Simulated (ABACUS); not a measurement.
HfC:

```
Hf C
1.0
     0.00000    2.32500    2.32500
     2.32500    0.00000    2.32500
     2.32500    2.32500    0.00000
Hf C
1 1
Direct
  0.50000 0.50000 0.50000
  0.00000 0.00000 0.00000
```

Base run:

- Program: ABACUS 3.10.1
- Functional: PBE
- Potentials or basis: PseudoDojo NC SR 0.4.1 PBE standard
- Cutoff: 1116 eV
- Density cutoff: 4463 eV
- Basis: plane waves
- k mesh: 10 × 10 × 10
- Occupations: fermi-dirac, width 0.05 eV
- Spin: no spin polarisation

Its results: band gap on the k mesh none (metal or under the smearing width); pressure 0.4 GPa.

Problem. The run is repeated on the same cell with these changes: cutoff from 1116 eV to 1361 eV; density cutoff from 4463 eV to 5442 eV; basis from plane waves to DZP LCAO (the cutoffs set its grid). What comes out?

Solution. Band gap on the k mesh none (metal or under the smearing width); pressure 1.0 GPa.

Caveats: the atomic orbitals were generated for these runs and aren't a published set (some runs); the basis of atomic orbitals isn't converged, which shifts pressures, moduli and gaps (some runs).

Not every run made on this cell is shown here.
